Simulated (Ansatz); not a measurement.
Input and output for Ta (sc type): DFT, PBE, PAW with Ansatz's default frozen-core files, scalar-relativistic (Ansatz 0.2.0). This run: volume at 0.84 of the series' base cell.

The cell comes from a relaxation on PAW files under the same functional, begun from a prototype that needn't be the stable phase.

Command: `ansatz run input.yaml --threads 1 --pin off --max-ram 2048MiB --backend cpu --events-out ev --progress --plain --runs-dir out` It took 1.4 s on 1 thread of Intel(R) Xeon(R) Platinum 8488C (Sapphire Rapids), with other jobs on the host, peak memory 0.33 GiB.

```yaml
crystal:
  lattice:
    - [2.5899403463, 0.0, 0.0]
    - [0.0, 2.5899403463, 0.0]
    - [0.0, 0.0, 2.5899403463]
  atoms:
    - { symbol: Ta, position: [0.0, 0.0, 0.0] }
kpoints:
  mp_grid: { grid: [14, 14, 14] }
scf:
  occupations: { method: fermi_dirac, width: 0.08 }
hamiltonian:
  xc: pbe
  pseudopotentials: { kind: paw }
output:
  forces: true
  stress: true
  eigenvalues: true
  populations: true
```

Output:

```
Engine: ansatz 0.2.0
Pseudopotentials: kind: paw
Pseudopotential: Ta, paw, valence charge 13, recommended cutoff 420 eV (normal), Ta.paw.azcp
Functional definition: PBE
  parameter kappa = 0.804
  parameter beta = 0.06672455060314922
  exchange = pbe_x(kappa = kappa, mu = beta*pi^2/3)
  correlation = pbe_c(beta = beta)
Crystal: 1 atoms, lattice volume = 17.373 Å³
Basis set: ecut = 420 eV, 341 PW (Γ), exchange–correlation on 36×36×36 points (8 copies of the dense FFT grid, shifted against one another)
Bands: 11, of which v1, the nominal top of the filled ones, is band 7 counted from 1 (6 counted from 0)
Symmetry: 48 space group operations
Space group: Pm-3m (ITA 221), of the structure as read, at distance tolerance 2.6e-5 Å
k-points: 120 of 2744
Non-local potential: Ta, projectors of the file, l = 0: 3, l = 1: 2, l = 2: 2, l = 3: 1
PAW form: soft (Blöchl's): semilocal exchange-correlation on the pseudo side does not see the compensation charge
PAW one-centre angular grid: Ta, 590 points (default); XC on 64 Gauss nodes
Initial density: superposition of atomic densities (neutral atoms: chi_scale 0, normalization atom), corrected by the library's trained network
Initial wavefunctions: pseudopotential atomic-orbital guess
Functional: x = pbe(κ = 0.804, μ = 0.2195149727645171), c = pbe(β = 0.06672455060314922)
SCF iter   1: F=—  HF=-9930.826698 eV  |F-HF|=—  |Δ(HF+E_count)|=         —  Δρ=8.25e-3  dr2=8.75e-3  ethr=1.77e-3  ⟨swp⟩=5.3  Hψ=7709  notcnv=0
preconditioner: auto → none  [metal: Δε(μ)=0.050 eV  Ē_g=8.526 eV  σ=0.080 eV  W_gap=0.15  n_scr=6 (ndim 8)  ℏωp=19.9 eV  f_vac=0.000  D(μ)=0.93/eV (n_scr^D=6)  sad-step TF]
SCF iter   2: F=—  HF=-9930.824783 eV  |F-HF|=—  |Δ(HF+E_count)|=   1.92e-3  Δρ=4.87e-3  dr2=3.33e-3  ethr=6.73e-5  ⟨swp⟩=1.0  Hψ=2280  notcnv=0
SCF iter   3: F=—  HF=-9930.823845 eV  |F-HF|=—  |Δ(HF+E_count)|=   9.39e-4  Δρ=3.35e-4  dr2=1.20e-5  ethr=2.56e-5  ⟨swp⟩=2.0  Hψ=1549  notcnv=0
SCF iter   4: F=—  HF=-9930.823862 eV  |F-HF|=—  |Δ(HF+E_count)|=   1.75e-5  Δρ=4.76e-5  dr2=2.47e-7  ethr=9.25e-8  ⟨swp⟩=2.5  Hψ=1951  notcnv=0
iter 5 did not close the SCF: its close was put off for the readings that it lacked (scf_convergence_deferred on its scf_iter line)
SCF iter   5: F=-9930.823862 eV  HF=-9930.823862 eV  |F-HF|=1.02e-9  |Δ(HF+E_count)|=   6.63e-8  Δρ=6.37e-6  dr2=3.48e-9  ethr=1.90e-9  ⟨swp⟩=2.0  Hψ=1547  notcnv=0
SCF iter   6: F=-9930.823862 eV  HF=-9930.823862 eV  |F-HF|=2.00e-11  |Δ(HF+E_count)|=  4.78e-10  Δρ=6.03e-7  dr2=3.08e-11  ethr=2.67e-11  ⟨swp⟩=2.3  Hψ=4314  notcnv=0
SCF 1 converged in 6 iterations: F = -9930.823862 eV  dr2 = 3.08e-11
  greatest PAW one-centre occupation: 1.000 electrons in one spin orbital (limit 2), on the Ta atom at site 0 (counted from 0), in its partial waves of l = 0
SCF converged after 6 iterations
Free energy (F): -9930.823862 eV
Harris-Foulkes:  -9930.823862 eV  (|F-HF|=2.00e-11)
Internal energy: -9930.804366 eV  (E = F + TS)
E sigma→0 (E₀):  -9930.814114 eV
Entropy (-TS):   -0.019496 eV (-19.496 meV/atom)
Fermi energy:    19.485793 eV
--- Per-component energies (eV) ---
  E_band       = -94.365028
  E_kinetic    = 370.651052
  E_local      = -574.986656  (includes V_loc(G=0)·N_el)
  E_nonlocal   = 17.952147
  E_hartree    = 205.882429
  E_xc         = -219.543780
  E_vxc        = -205.538952  (∫ρ·V_xc dr)
  E_paw        = -8397.779749  (= ΣΔE_a)
  E_vpaw       = -114.207502  (= ΣTr[D̂ρ^β])
  E_aug_tail   = 0.000149  (compensation charges beyond the density's cutoff)
  E_ewald      = -1332.979959
  E_smearing   = -0.019496  (= −TS)
  E_closure    = -0.000000  (closes the sum)
  Σ components = -9930.823862   (vs F -9930.823862, Δ=0.00e0)
--- Forces (eV/Å), atoms counted from 1 ---
  atom   1  Ta     0.00000000    -0.00000000     0.00000000
  max |Σ_I F_I| component: 4.31e-32 eV/Å
--- Stress (GPa, compression-positive) ---
       34.155613       0.000000       0.000000
        0.000000      34.155613       0.000000
        0.000000       0.000000      34.155613
  P = ⅓ Tr σ = 34.1556 GPa (341.556 kbar)
--- Band table (eV; the first three rows and the last of 120) ---
  k-point 0: bands = ["-47.6999", "-13.3825", "-13.3825", "-13.3825", "11.6124", "16.1690", "16.1690", "26.9290", "26.9290", "26.9290", "35.4705"]
  k-point 1: bands = ["-47.6915", "-13.4915", "-13.3736", "-13.3736", "11.7991", "16.2205", "16.3828", "26.5426", "26.5426", "26.9543", "34.5709"]
  k-point 2: bands = ["-47.6681", "-13.7888", "-13.3486", "-13.3486", "12.3069", "16.3682", "17.0086", "25.6222", "25.6222", "27.0259", "32.8622"]
  k-point 119: bands = ["-47.2028", "-14.7831", "-14.7831", "-14.7831", "16.3691", "16.3691", "16.3691", "26.8417", "30.5193", "30.5193", "33.5333"]
--- Löwdin populations: 1 site ---
  site symbol       q [e]
     0     Ta     12.9360
  spilling = 0.004925 (of n_electrons = 13.000000)
```

populations.tsv:

```
# site	symbol	l	j	q
# orbitals = lowdin
# n_electrons = 13.000000
# spilling = 0.004925
0	Ta	0_5S	-	1.925831
0	Ta	0_6S	-	0.815285
0	Ta	1_5P	-	5.942235
0	Ta	2_5D	-	4.252621
```

Next run (volume at 0.76 of the series' base cell), as changes to the input before:

```diff
   lattice:
-    - [2.5899403463, 0.0, 0.0]
-    - [0.0, 2.5899403463, 0.0]
-    - [0.0, 0.0, 2.5899403463]
+    - [2.5049623144, 0.0, 0.0]
+    - [0.0, 2.5049623144, 0.0]
+    - [0.0, 0.0, 2.5049623144]
   atoms:
   mp_grid: { grid: [14, 14, 14] }
+  band_path:
+    path:
+      - [0.0, 0.0, 0.0]
+      - [0.0, 0.5, 0.0]
+      - [0.5, 0.5, 0.0]
+      - [0.0, 0.0, 0.0]
+      - [0.5, 0.5, 0.5]
+      - [0.0, 0.5, 0.0]
+      - [0.5, 0.5, 0.5]
+      - [0.5, 0.5, 0.0]
+    npoints: 8
 scf:
   populations: true
+  dos: { projected: true, de: 0.2, e_range: [-14, 8] }
```

Results part of the output:

```
the search or the solves at the SCF's close seem to have found levels that the self-consistency loop had missed (the run counts 1). By its estimate they hold under 1e-12 electrons; where the run keeps them, the occupations were computed again with them
SCF 1 converged in 6 iterations: F = -9930.319688 eV  dr2 = 6.39e-11
  greatest PAW one-centre occupation: 1.000 electrons in one spin orbital (limit 2), on the Ta atom at site 0 (counted from 0), in its partial waves of l = 0
NSCF: frozen V_eff on 57 k-points
SCF converged after 6 iterations
Free energy (F): -9930.319688 eV
Harris-Foulkes:  -9930.319688 eV  (|F-HF|=4.73e-11)
Internal energy: -9930.305137 eV  (E = F + TS)
E sigma→0 (E₀):  -9930.312412 eV
Entropy (-TS):   -0.014550 eV (-14.550 meV/atom)
Fermi energy:    21.850769 eV
--- Per-component energies (eV) ---
  E_band       = -64.753619
  E_kinetic    = 375.020499
  E_local      = -517.382179  (includes V_loc(G=0)·N_el)
  E_nonlocal   = 19.402043
  E_hartree    = 190.423800
  E_xc         = -220.927694
  E_vxc        = -207.381255  (∫ρ·V_xc dr)
  E_paw        = -8398.641936  (= ΣΔE_a)
  E_vpaw       = -115.260671  (= ΣTr[D̂ρ^β])
  E_aug_tail   = 0.000136  (compensation charges beyond the density's cutoff)
  E_ewald      = -1378.199806
  E_smearing   = -0.014550  (= −TS)
  E_closure    = -0.000000  (closes the sum)
  Σ components = -9930.319688   (vs F -9930.319688, Δ=0.00e0)
--- Forces (eV/Å), atoms counted from 1 ---
  atom   1  Ta     0.00000000    -0.00000000    -0.00000000
  max |Σ_I F_I| component: 5.34e-32 eV/Å
--- Stress (GPa, compression-positive) ---
       65.857128       0.000000       0.000000
       -0.000000      65.857128       0.000000
       -0.000000       0.000000      65.857128
  P = ⅓ Tr σ = 65.8571 GPa (658.571 kbar)
--- Band table (eV; the first three rows and the last of 120) ---
  k-point 0: bands = ["-45.3401", "-10.7605", "-10.7605", "-10.7605", "13.5961", "17.9862", "17.9862", "30.1103", "30.1103", "30.1103", "38.8684"]
  k-point 1: bands = ["-45.3279", "-10.9085", "-10.7486", "-10.7486", "13.8063", "18.0440", "18.2440", "29.6504", "29.6504", "30.1402", "37.9088"]
  k-point 2: bands = ["-45.2938", "-11.3092", "-10.7150", "-10.7150", "14.3646", "18.2101", "19.0046", "28.5725", "28.5725", "30.2248", "36.0866"]
  k-point 119: bands = ["-44.6148", "-12.5751", "-12.5751", "-12.5751", "18.1041", "18.1041", "18.1041", "29.0004", "34.2674", "34.2674", "37.7456"]
--- Löwdin populations: 1 site ---
  site symbol       q [e]
     0     Ta     12.9456
  spilling = 0.004188 (of n_electrons = 13.000000)
```

Next run (volume at 0.68 of the series' base cell), as changes to the input before:

```diff
   lattice:
-    - [2.5049623144, 0.0, 0.0]
-    - [0.0, 2.5049623144, 0.0]
-    - [0.0, 0.0, 2.5049623144]
+    - [2.4137908502, 0.0, 0.0]
+    - [0.0, 2.4137908502, 0.0]
+    - [0.0, 0.0, 2.4137908502]
   atoms:
   mp_grid: { grid: [14, 14, 14] }
-  band_path:
-    path:
-      - [0.0, 0.0, 0.0]
-      - [0.0, 0.5, 0.0]
-      - [0.5, 0.5, 0.0]
-      - [0.0, 0.0, 0.0]
-      - [0.5, 0.5, 0.5]
-      - [0.0, 0.5, 0.0]
-      - [0.5, 0.5, 0.5]
-      - [0.5, 0.5, 0.0]
-    npoints: 8
 scf:
   populations: true
-  dos: { projected: true, de: 0.2, e_range: [-14, 8] }
```

Command: `ansatz run input.yaml --threads 1 --pin off --max-ram 2048MiB --backend cpu --events-out ev --progress --plain --runs-dir out` It took 1.3 s on 1 thread of Intel(R) Xeon(R) Platinum 8488C (Sapphire Rapids) (shared host), peak memory 0.32 GiB.

Results part of the output:

```
SCF 1 converged in 6 iterations: F = -9929.400089 eV  dr2 = 2.49e-10
  greatest PAW one-centre occupation: 1.000 electrons in one spin orbital (limit 2), on the Ta atom at site 0 (counted from 0), in its partial waves of l = 0
SCF converged after 6 iterations
Free energy (F): -9929.400089 eV
Harris-Foulkes:  -9929.400089 eV  (|F-HF|=1.89e-10)
Internal energy: -9929.387593 eV  (E = F + TS)
E sigma→0 (E₀):  -9929.393841 eV
Entropy (-TS):   -0.012497 eV (-12.497 meV/atom)
Fermi energy:    24.779854 eV
--- Per-component energies (eV) ---
  E_band       = -29.241536
  E_kinetic    = 380.642017
  E_local      = -452.389406  (includes V_loc(G=0)·N_el)
  E_nonlocal   = 21.261990
  E_hartree    = 173.728960
  E_xc         = -222.585343
  E_vxc        = -209.578050  (∫ρ·V_xc dr)
  E_paw        = -8399.790082  (= ΣΔE_a)
  E_vpaw       = -116.636344  (= ΣTr[D̂ρ^β])
  E_aug_tail   = 0.000159  (compensation charges beyond the density's cutoff)
  E_ewald      = -1430.255888
  E_smearing   = -0.012497  (= −TS)
  E_closure    = 0.000000  (closes the sum)
  Σ components = -9929.400089   (vs F -9929.400089, Δ=0.00e0)
--- Forces (eV/Å), atoms counted from 1 ---
  atom   1  Ta     0.00000000     0.00000000     0.00000000
  max |Σ_I F_I| component: 2.18e-33 eV/Å
--- Stress (GPa, compression-positive) ---
      116.227091      -0.000000      -0.000000
       -0.000000     116.227091       0.000000
        0.000000       0.000000     116.227091
  P = ⅓ Tr σ = 116.2271 GPa (1162.271 kbar)
--- Band table (eV; the first three rows and the last of 120) ---
  k-point 0: bands = ["-42.5771", "-7.5942", "-7.5942", "-7.5942", "16.0990", "20.1767", "20.1767", "33.9857", "33.9857", "33.9857", "42.9928"]
  k-point 1: bands = ["-42.5590", "-7.8001", "-7.5779", "-7.5779", "16.3395", "20.2424", "20.4959", "33.4297", "33.4297", "34.0214", "41.9578"]
  k-point 2: bands = ["-42.5081", "-8.3516", "-7.5319", "-7.5319", "16.9545", "20.4312", "21.4474", "32.1508", "32.1508", "34.1228", "39.9933"]
  k-point 119: bands = ["-41.4921", "-9.9767", "-9.9767", "-9.9767", "20.1833", "20.1833", "20.1833", "31.5917", "38.8716", "38.8716", "42.9998"]
--- Löwdin populations: 1 site ---
  site symbol       q [e]
     0     Ta     12.9532
  spilling = 0.003602 (of n_electrons = 13.000000)
```

Next run (volume at 0.6 of the series' base cell), as changes to the input before:

```diff
   lattice:
-    - [2.4137908502, 0.0, 0.0]
-    - [0.0, 2.4137908502, 0.0]
-    - [0.0, 0.0, 2.4137908502]
+    - [2.3151568313, 0.0, 0.0]
+    - [0.0, 2.3151568313, 0.0]
+    - [0.0, 0.0, 2.3151568313]
   atoms:
```

Results part of the output:

```
the search or the solves at the SCF's close seem to have found levels that the self-consistency loop had missed (the run counts 2). By its estimate they hold under 1e-12 electrons; where the run keeps them, the occupations were computed again with them
SCF 1 converged in 6 iterations: F = -9927.811424 eV  dr2 = 6.88e-9
  greatest PAW one-centre occupation: 1.000 electrons in one spin orbital (limit 2), on the Ta atom at site 0 (counted from 0), in its partial waves of l = 0
SCF converged after 6 iterations
Free energy (F): -9927.811424 eV
Harris-Foulkes:  -9927.811424 eV  (|F-HF|=3.02e-9)
Internal energy: -9927.798193 eV  (E = F + TS)
E sigma→0 (E₀):  -9927.804809 eV
Entropy (-TS):   -0.013231 eV (-13.231 meV/atom)
Fermi energy:    28.409538 eV
--- Per-component energies (eV) ---
  E_band       = 14.235665
  E_kinetic    = 388.019839
  E_local      = -377.978302  (includes V_loc(G=0)·N_el)
  E_nonlocal   = 23.722299
  E_hartree    = 155.588906
  E_xc         = -224.596689
  E_vxc        = -212.229312  (∫ρ·V_xc dr)
  E_paw        = -8401.364457  (= ΣΔE_a)
  E_vpaw       = -118.478477  (= ΣTr[D̂ρ^β])
  E_aug_tail   = 0.000151  (compensation charges beyond the density's cutoff)
  E_ewald      = -1491.189940
  E_smearing   = -0.013231  (= −TS)
  E_closure    = 0.000000  (closes the sum)
  Σ components = -9927.811424   (vs F -9927.811424, Δ=0.00e0)
--- Forces (eV/Å), atoms counted from 1 ---
  atom   1  Ta    -0.00000000     0.00000000     0.00000000
  max |Σ_I F_I| component: 1.93e-31 eV/Å
--- Stress (GPa, compression-positive) ---
      198.600082       0.000000       0.000000
        0.000000     198.600082       0.000000
        0.000000       0.000000     198.600082
  P = ⅓ Tr σ = 198.6001 GPa (1986.001 kbar)
--- Band table (eV; the first three rows and the last of 120) ---
  k-point 0: bands = ["-39.3048", "-3.6824", "-3.6824", "-3.6824", "19.3484", "22.8755", "22.8755", "38.8169", "38.8169", "38.8169", "48.1192"]
  k-point 1: bands = ["-39.2773", "-3.9775", "-3.6597", "-3.6597", "19.6276", "22.9512", "23.2850", "38.1320", "38.1320", "38.8606", "46.9873"]
  k-point 2: bands = ["-39.1998", "-4.7553", "-3.5955", "-3.5955", "20.2973", "23.1689", "24.5232", "36.5914", "36.5914", "38.9848", "44.8414"]
  k-point 119: bands = ["-37.6347", "-6.8592", "-6.8592", "-6.8592", "22.7292", "22.7292", "22.7292", "34.7736", "44.6659", "44.6659", "49.7057"]
--- Löwdin populations: 1 site ---
  site symbol       q [e]
     0     Ta     12.9584
  spilling = 0.003204 (of n_electrons = 13.000000)
```

Next run (volume at 0.52 of the series' base cell), as changes to the input before:

```diff
   lattice:
-    - [2.3151568313, 0.0, 0.0]
-    - [0.0, 2.3151568313, 0.0]
-    - [0.0, 0.0, 2.3151568313]
+    - [2.2073156731, 0.0, 0.0]
+    - [0.0, 2.2073156731, 0.0]
+    - [0.0, 0.0, 2.2073156731]
   atoms:
```

Results part of the output:

```
SCF 1 converged in 6 iterations: F = -9925.091819 eV  dr2 = 4.98e-8
  greatest PAW one-centre occupation: 1.000 electrons in one spin orbital (limit 2), on the Ta atom at site 0 (counted from 0), in its partial waves of l = 0
SCF converged after 6 iterations
Free energy (F): -9925.091819 eV
Harris-Foulkes:  -9925.091819 eV  (|F-HF|=6.81e-9)
Internal energy: -9925.075795 eV  (E = F + TS)
E sigma→0 (E₀):  -9925.083807 eV
Entropy (-TS):   -0.016024 eV (-16.024 meV/atom)
Fermi energy:    33.019000 eV
--- Per-component energies (eV) ---
  E_band       = 68.893156
  E_kinetic    = 397.921754
  E_local      = -291.103214  (includes V_loc(G=0)·N_el)
  E_nonlocal   = 27.115861
  E_hartree    = 135.708554
  E_xc         = -227.092522
  E_vxc        = -215.494615  (∫ρ·V_xc dr)
  E_paw        = -8403.582487  (= ΣΔE_a)
  E_vpaw       = -120.964810  (= ΣTr[D̂ρ^β])
  E_aug_tail   = 0.000142  (compensation charges beyond the density's cutoff)
  E_ewald      = -1564.043883
  E_smearing   = -0.016024  (= −TS)
  E_closure    = -0.000000  (closes the sum)
  Σ components = -9925.091819   (vs F -9925.091819, Δ=0.00e0)
--- Forces (eV/Å), atoms counted from 1 ---
  atom   1  Ta    -0.00000000     0.00000000     0.00000000
  max |Σ_I F_I| component: 5.55e-32 eV/Å
--- Stress (GPa, compression-positive) ---
      342.000911       0.000000       0.000000
        0.000000     342.000911       0.000000
        0.000000       0.000000     342.000911
  P = ⅓ Tr σ = 342.0009 GPa (3420.009 kbar)
--- Band table (eV; the first three rows and the last of 120) ---
  k-point 0: bands = ["-35.3803", "1.2943", "1.2943", "1.2943", "23.7193", "26.2966", "26.2966", "45.0238", "45.0238", "45.0238", "54.6916"]
  k-point 1: bands = ["-35.3376", "0.8557", "1.3265", "1.3265", "24.0436", "26.3854", "26.8512", "44.1602", "44.1602", "45.0787", "53.4309"]
  k-point 2: bands = ["-35.2165", "-0.2727", "1.4180", "1.4180", "24.7308", "26.6411", "28.5585", "42.2683", "42.2683", "45.2348", "51.0460"]
  k-point 119: bands = ["-32.7216", "-3.0202", "-3.0202", "-3.0202", "25.9344", "25.9344", "25.9344", "38.8017", "52.1894", "52.1894", "58.5182"]
--- Löwdin populations: 1 site ---
  site symbol       q [e]
     0     Ta     12.9606
  spilling = 0.003028 (of n_electrons = 13.000000)
```

Next run (volume at 0.45 of the series' base cell), as changes to the input before:

```diff
   lattice:
-    - [2.2073156731, 0.0, 0.0]
-    - [0.0, 2.2073156731, 0.0]
-    - [0.0, 0.0, 2.2073156731]
+    - [2.1034595769, 0.0, 0.0]
+    - [0.0, 2.1034595769, 0.0]
+    - [0.0, 0.0, 2.1034595769]
   atoms:
   mp_grid: { grid: [14, 14, 14] }
+  band_path:
+    path:
+      - [0.0, 0.0, 0.0]
+      - [0.0, 0.5, 0.0]
+      - [0.5, 0.5, 0.0]
+      - [0.0, 0.0, 0.0]
+      - [0.5, 0.5, 0.5]
+      - [0.0, 0.5, 0.0]
+      - [0.5, 0.5, 0.5]
+      - [0.5, 0.5, 0.0]
+    npoints: 8
 scf:
   populations: true
+  dos: { projected: true, de: 0.2, e_range: [-14, 8] }
```

Command: `ansatz run input.yaml --threads 1 --pin off --max-ram 2048MiB --backend cpu --events-out ev --progress --plain --runs-dir out` It took 1.2 s on 1 thread of Intel(R) Xeon(R) Platinum 8488C (Sapphire Rapids), on a shared host, peak memory 0.31 GiB.

Results part of the output:

```
SCF 1 converged in 6 iterations: F = -9921.076560 eV  dr2 = 2.17e-10
  greatest PAW one-centre occupation: 0.999 electrons in one spin orbital (limit 2), on the Ta atom at site 0 (counted from 0), in its partial waves of l = 0
NSCF: frozen V_eff on 57 k-points
SCF converged after 6 iterations
Free energy (F): -9921.076560 eV
Harris-Foulkes:  -9921.076560 eV  (|F-HF|=4.37e-11)
Internal energy: -9921.062195 eV  (E = F + TS)
E sigma→0 (E₀):  -9921.069377 eV
Entropy (-TS):   -0.014365 eV (-14.365 meV/atom)
Fermi energy:    38.353109 eV
--- Per-component energies (eV) ---
  E_band       = 129.968349
  E_kinetic    = 410.034586
  E_local      = -201.208245  (includes V_loc(G=0)·N_el)
  E_nonlocal   = 31.094332
  E_hartree    = 116.569221
  E_xc         = -229.882832
  E_vxc        = -219.095133  (∫ρ·V_xc dr)
  E_paw        = -8406.402544  (= ΣΔE_a)
  E_vpaw       = -123.996001  (= ΣTr[D̂ρ^β])
  E_aug_tail   = 0.000186  (compensation charges beyond the density's cutoff)
  E_ewald      = -1641.266899
  E_smearing   = -0.014365  (= −TS)
  E_closure    = 0.000000  (closes the sum)
  Σ components = -9921.076560   (vs F -9921.076560, Δ=0.00e0)
--- Forces (eV/Å), atoms counted from 1 ---
  atom   1  Ta     0.00000000    -0.00000000    -0.00000000
  max |Σ_I F_I| component: 2.88e-32 eV/Å
--- Stress (GPa, compression-positive) ---
      569.409479       0.000000      -0.000000
       -0.000000     569.409479       0.000000
        0.000000      -0.000000     569.409479
  P = ⅓ Tr σ = 569.4095 GPa (5694.095 kbar)
--- Band table (eV; the first three rows and the last of 120) ---
  k-point 0: bands = ["-31.2611", "6.9355", "6.9355", "6.9355", "28.9705", "30.1544", "30.1544", "52.1264", "52.1264", "52.1264", "62.2112"]
  k-point 1: bands = ["-31.1970", "6.2919", "6.9801", "6.9801", "29.3041", "30.2587", "30.9514", "51.0446", "51.0446", "52.1954", "60.7975"]
  k-point 2: bands = ["-31.0148", "4.6875", "7.1075", "7.1075", "29.8875", "30.5590", "33.3749", "48.7360", "48.7360", "52.3921", "58.1315"]
  k-point 119: bands = ["-27.1368", "1.1878", "1.1878", "1.1878", "29.5253", "29.5253", "29.5253", "43.3577", "60.8947", "60.8947", "68.7856"]
--- Löwdin populations: 1 site ---
  site symbol       q [e]
     0     Ta     12.9586
  spilling = 0.003188 (of n_electrons = 13.000000)
```

Spin–orbit coupling is left out, which matters for the heavy atoms.
